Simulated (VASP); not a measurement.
Runs of VASP 6.6.1 on BN. It takes space group Fmm2 (No. 42, orthorhombic). Conventional cell: a = 2.503 Å, b = 6.991 Å, c = 4.332 Å, α = 90.00°, β = 90.00°, γ = 90.00°. B (site symmetry mm2) is surrounded by 3 N at 1.44 Å. N (site symmetry mm2) has 3 B at 1.44 Å as nearest neighbours. Measurements of this composition are mostly on another form, of space group No. 194.

```tsv
task	cell	k mesh	cutoff (eV)	smearing	gap on the mesh (eV)	pressure (GPa)	relaxed volume (Å³/atom)
relaxation of cell and atoms	relaxed	12 × 12 × 12	600	gaussian 0.02 eV	(b)	0.0	8.99
relaxation of cell and atoms	relaxed from: cell and atoms relaxed tightly for response	12 × 12 × 12	600	gaussian 0.01 eV	3.61	0.0	9.00
single point	cell and atoms relaxed tightly for response	12 × 12 × 12	520	gaussian 0.01 eV	3.65	0.1	-
single point	Fmm2, 9.08 Å³/atom	12 × 12 × 12	520	gaussian 0.02 eV	3.65	0.1	-
single point	Fmm2, 9.48 Å³/atom	8 × 8 × 8	520	gaussian 0.1 eV	(a)	0.9	-
```

Alike in all rows: level PBE+D3(BJ); potentials or basis VASP PAW PBE potentials, release 64 (B, N); no spin polarisation.

Q: Estimate the missing entries.

A: (a) 3.82; (b) 3.60.

A k mesh can miss the band edges.
